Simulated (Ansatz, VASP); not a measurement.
## One calculation of CaF2 (Fluorite), two programs

```
Ca F
1.0
     0.00000    2.73100    2.73100
     2.73100    0.00000    2.73100
     2.73100    2.73100    0.00000
Ca F
1 2
Direct
  0.00000 0.00000 0.00000
  0.25000 0.25000 0.25000
  0.75000 0.75000 0.75000
```

Alike in both runs: task single point; functional PBE; k mesh 5 × 5 × 5; no spin polarisation.

|  | VASP | Ansatz |
| --- | --- | --- |
| version | VASP 6.6.1 | Ansatz 0.2.0 |
| potentials or method | VASP PAW PBE potentials, release 64 (Ca_sv, F) | plane waves, PAW |
| plane-wave cutoff (eV) | 520 | 420 |
| occupations | gaussian, width 0.01 eV | fixed |
| valence electrons in the cell | 24 | 24 |

VASP gave:

| Quantity | Value |
| --- | --- |
| gap on the k mesh at the Fermi level (eV) | 7.34 |

Problem. What did Ansatz give for the same quantities?

Solution. gap on the k mesh at the Fermi level (eV): 7.36.

Caveats: an odd mesh through Γ misses points on the zone boundary, where band edges often lie.
